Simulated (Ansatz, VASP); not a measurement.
**Ge: VASP beside Ansatz**

```
Ge
1.0
     4.02119    0.00000    0.00000
    -2.01060    3.48245    0.00000
     0.00000    0.00000   20.53000
Ge
2
Direct
  0.33333 0.66667 0.36611
  0.66667 0.33333 0.40142
```

Alike in both runs: task single point; functional PBE; dispersion D3(BJ); k mesh 12 × 12 × 1; occupations gaussian, width 0.04 eV; no spin polarisation.

|  | VASP | Ansatz |
| --- | --- | --- |
| version | VASP 6.6.1 | Ansatz 0.2.0 |
| potentials or method | VASP PAW PBE potentials, release 64 (Ge_d) | scalar-relativistic, plane waves, PAW |
| plane-wave cutoff (eV) | 520 | 420 |
| valence electrons in the cell | 28 | 28 |

```tsv
	VASP	Ansatz	Ansatz less VASP
gap on the k mesh at the Fermi level (eV)	none	none	-
rms of the force components (eV/Å)	0.091	0.092	+0.0007
```

Atom by atom the forces differ by 0.001 eV/Å (rms over components). A gap of «none» marks a metal or a gap that the smearing closes. Ansatz warned: «xc_potential_rough_in_thin_density».
